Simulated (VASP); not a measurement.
Input of a VASP 6.6.1 run:

The input POSCAR:

```
Se
1.0
    2.6349700000      0.0000000000      0.0000000000
    0.0000000000      2.6349700000      0.0000000000
    0.0000000000      0.0000000000      4.3548700000
Se
1
Direct
    0.5000000000      0.5000000000      0.0000000000
```

File INCAR.step1:

```
ALGO = Normal
EDIFF = 1E-5
ENCUT = 520
GGA = PE
ISIF = 2
ISMEAR = -1
LASPH = True
LCHARG = False
LREAL = False
LWAVE = True
NBANDS = 9
NELM = 60
PREC = Accurate
SIGMA = 0.05
```

The input INCAR.step2:

```
AEXX = 0.2
ALGO = Normal
EDIFF = 1E-6
ENCUT = 520
GGA = PE
HFRCUT = -1
ISIF = 2
ISMEAR = -1
ISTART = 1
LASPH = True
LCHARG = False
LHFCALC = True
LREAL = False
LWAVE = False
NBANDS = 9
NELM = 60
PREC = Accurate
PRECFOCK = Fast
SIGMA = 0.05
```

The input KPOINTS:

```
k-points
0
Gamma
  5 5 3
```

Potentials or basis: VASP PAW PBE potentials, release 64 (Se).

Run with:

```bash
$ cat potpaw_PBE.64/Se/POTCAR > POTCAR
$ cp INCAR.step1 INCAR
$ mpirun -np 1 vasp_std > vasp.out
$ cp INCAR.step2 INCAR
$ mpirun -np 1 vasp_std > vasp.out
```

Q: Estimate the pressure.

A: -2.9 GPa.

Q: Predict the band gap on the k mesh.

A: None (metal or under the smearing width).

Stress tensor (GPa, compression positive):
```
-4.60  0.00  0.00
 0.00 -4.60  0.00
 0.00  0.00  0.56
```

Caveat: the k mesh is coarse (spacing up to 0.48 Å⁻¹), so the values aren't converged, least of all with exact exchange; the PAW data sets were made with another functional, which shifts forces and pressure a little.
